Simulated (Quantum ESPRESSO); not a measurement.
**Ru: single point with PBE**

The system is Ru.

```
CELL_PARAMETERS angstrom
2.70580 0.00000 0.00000
-1.35290 2.34329 0.00000
0.00000 0.00000 4.28190
ATOMIC_POSITIONS crystal
Ru 0.66667 0.33333 0.75000
Ru 0.33333 0.66667 0.25000
```

```json
{
 "Program": "Quantum ESPRESSO 7.5",
 "Task": "single point",
 "Functional": "PBE",
 "Potentials or basis": "SG15 PBE 1.2",
 "Cutoff": "952 eV",
 "Density cutoff": "3810 eV",
 "k mesh": "6 × 6 × 3",
 "Occupations": "fermi-dirac, width 0.05 eV",
 "Spin": "no spin polarisation"
}
```

```
Pressure               : 5.4 GPa
Band gap on the k mesh : none (metal or under the smearing width)
```

Stress tensor (GPa, compression positive):
```
7.17 0.00 0.00
0.00 7.17 0.00
0.00 0.00 2.01
```

Levels at points of the mesh, in eV from the Fermi level:
```
            k point  band 13  band 14  band 15  band 16  band 17  band 18  band 19  band 20
 (0.00, 0.00, 0.00)    -2.39    -1.88    -1.88    -1.34    -1.34     1.23     1.23     1.36
(0.00, -0.50, 0.00)    -2.03    -1.75    -1.49     1.45     1.87     1.95     4.10     6.17
```

Wall time 8.9 s on 2 MPI ranks on Intel(R) Xeon(R) Platinum 8259CL CPU @ 2.50GHz (Skylake/Cascade Lake) (shared host), peak memory 0.12 GiB a rank.

Caveat: the k mesh is coarse (spacing up to 0.49 Å⁻¹), so the values aren't converged.
